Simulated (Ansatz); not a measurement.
# NbP: the cost of one run

Program: Ansatz 0.2.0. Level of theory: DFT PBE, scalar-relativistic, plane waves, PAW. These are calculated values, not measurements.

## Step 1: The starting structure

The structure is tetragonal, space group I4_1/amd (No. 141). Conventional cell: a = 3.325 Å, b = 3.325 Å, c = 11.380 Å, α = 90.00°, β = 90.00°, γ = 90.00°. Around Nb (site symmetry -4m2) lie 4 P at 2.35 Å. P (site symmetry -4m2) has 4 Nb at 2.35 Å as nearest neighbours.

Coordinates:

```cif
data_structure
_symmetry_space_group_name_H-M 'P 1'
_symmetry_Int_Tables_number 1
_cell_length_a 6.1566
_cell_length_b 6.1566
_cell_length_c 6.1566
_cell_angle_alpha 148.667
_cell_angle_beta 148.667
_cell_angle_gamma 44.901
_cell_volume 62.91
loop_
_atom_site_label
_atom_site_type_symbol
_atom_site_fract_x
_atom_site_fract_y
_atom_site_fract_z
_atom_site_occupancy
Nb1 Nb 0.00000 0.00000 0.00000 1
Nb2 Nb 0.75000 0.25000 0.50000 1
P1 P 0.50000 0.50000 0.00000 1
P2 P 0.25000 0.75000 0.50000 1
```

The structure comes from the Crystallography Open Database.

## Step 2: The base run

input.yaml

```yaml
crystal:
  lattice:
    - [-1.6625, 1.6625, 5.69]
    - [1.6625, -1.6625, 5.69]
    - [1.6625, 1.6625, -5.69]
  atoms:
    - { symbol: Nb, position: [0.0, 0.0, 0.0] }
    - { symbol: Nb, position: [0.75, 0.25, 0.5] }
    - { symbol: P, position: [0.5, 0.5, 0.0] }
    - { symbol: P, position: [0.25, 0.75, 0.5] }
basis:
  ecutwfc: 420
  fft_grid_basis: typed
kpoints:
  mp_grid: { grid: [14, 14, 14] }
hamiltonian:
  xc: pbe
scf:
  occupations: { method: gaussian, width: 0.05 }
output:
  forces: true
  stress: true
  eigenvalues: true
  bader: true
  write_density: true
  volumetric_format: npy
  elf: true
```

The run is started by

```sh
$ ansatz run input.yaml --threads 1 --pin off --max-ram 2560MiB --backend cpu --events-out ev --progress --plain --runs-dir out
```

What time and memory should one allow on 1 thread of Intel Xeon 6975P-C (Granite Rapids), shared host?

About 39 s, with a peak of 0.62 GiB.
